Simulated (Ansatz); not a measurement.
SnSe built on the rocksalt prototype was put through Ansatz (plane waves). It starts from the PBE relaxation's end cell.

Structure:
```
CELL_PARAMETERS angstrom
0.00000 3.02815 3.02815
3.02815 0.00000 3.02815
3.02815 3.02815 0.00000
ATOMIC_POSITIONS crystal
Sn 0.00000 0.00000 0.00000
Se 0.50000 0.50000 0.50000
```

What the program printed (shortened):
```
Functional definition: r2SCAN
Crystal: 2 atoms, lattice volume = 55.534 Å³
Basis set: ecut = 500 eV, 1411 PW (Γ)
Bands: 19, of which v1, the nominal top of the filled ones, is band 15 counted from 1 (14 counted from 0)
Symmetry: 48 space group operations
Space group: Fm-3m (ITA 225)
k-points: 16 of 216
preconditioner: auto → none  [insulator: Δε(μ)=0.374 eV  σ=0.020 eV  ℏωp=15.8 eV]
SCF 1 converged in 6 iterations: F = -11517.596269 eV  dr2 = 4.08e-8
relax step 1: F+E_penalty+E_count = -11517.59626869 eV  P = -1.344 GPa  Ω = 55.534 Å³
SCF 2 converged in 7 iterations: F = -11517.601343 eV  dr2 = 5.99e-8
relax step 2: F+E_penalty+E_count = -11517.60134315 eV  P = +0.634 GPa  Ω = 53.469 Å³
SCF 3 converged in 6 iterations: F = -11517.602530 eV  dr2 = 7.29e-8
relax step 3: F+E_penalty+E_count = -11517.60253039 eV  P = -0.027 GPa  Ω = 54.114 Å³
SCF 4 converged in 5 iterations: F = -11517.602490 eV  dr2 = 1.88e-12
relax step 4: F+E_penalty+E_count = -11517.60249032 eV  P = -0.028 GPa  Ω = 54.114 Å³  (SCF on a basis re-selected at this cell)
SCF converged after 5 iterations
Free energy (F): -11517.602490 eV
Fermi energy:    9.555747 eV
--- Per-component energies (eV) ---
  E_band       = -496.248931
  E_kinetic    = 303.120230
  E_local      = -3311.935597
  E_nonlocal   = -628.578453
  E_hartree    = 1745.553703
  E_xc         = -474.034795
  E_vxc        = -211.113997
  E_paw        = -6080.266663
  E_vpaw       = -150.617744
  E_vtau       = 11.769457
  E_ewald      = -3070.431254
  E_core_change = -1.029450
--- Forces (eV/Å), atoms counted from 1 ---
  atom   1  Sn      0.00000      0.00000      0.00000
  atom   2  Se      0.00000      0.00000      0.00000
--- Stress (GPa, compression-positive) ---
       -0.028254       0.000000       0.000000
        0.000000      -0.028254       0.000000
        0.000000       0.000000      -0.028254
  P = ⅓ Tr σ = -0.0283 GPa (-0.283 kbar)
--- Relaxed structure (3 steps of the walk, 3 accepted, 1 SCFs on fresh bases) ---
  F+E_penalty+E_count = -11517.60249032 eV
  cell:  # Å, volume = 54.1142 Å³
    - [0.000000, 3.002113, 3.002113]
    - [3.002113, 0.000000, 3.002113]
    - [3.002113, 3.002113, 0.000000]
  atoms:
    - { symbol: Sn, position: [0.000000, 0.000000, 0.000000] }
    - { symbol: Se, position: [0.500000, 0.500000, 0.500000] }
```

**Question.** Which of these blocks stood in the input: relax, gw, phonons, dielectric, magnetization (spin_orbit)?

**Answer.** relax. The relax steps with a changing cell volume need the relax block with cell.

**Question.** Which k mesh was typed?

**Answer.** 6×6×6, Γ-centred.

**Question.** How were the bands filled?

**Answer.** With smearing of width σ = 0.02 eV (Fermi-Dirac in this run).

Command: `ansatz run input.yaml --threads 2 --pin off --max-ram 2211MiB --backend cpu --events-out ev --progress --plain --runs-dir out`. Wall time 12 s on 2 threads of Arm Neoverse N1 (shared host); peak host memory 0.47 GiB.

The calculation is spin-unpolarised, and the structure need not be a phase that has been made.
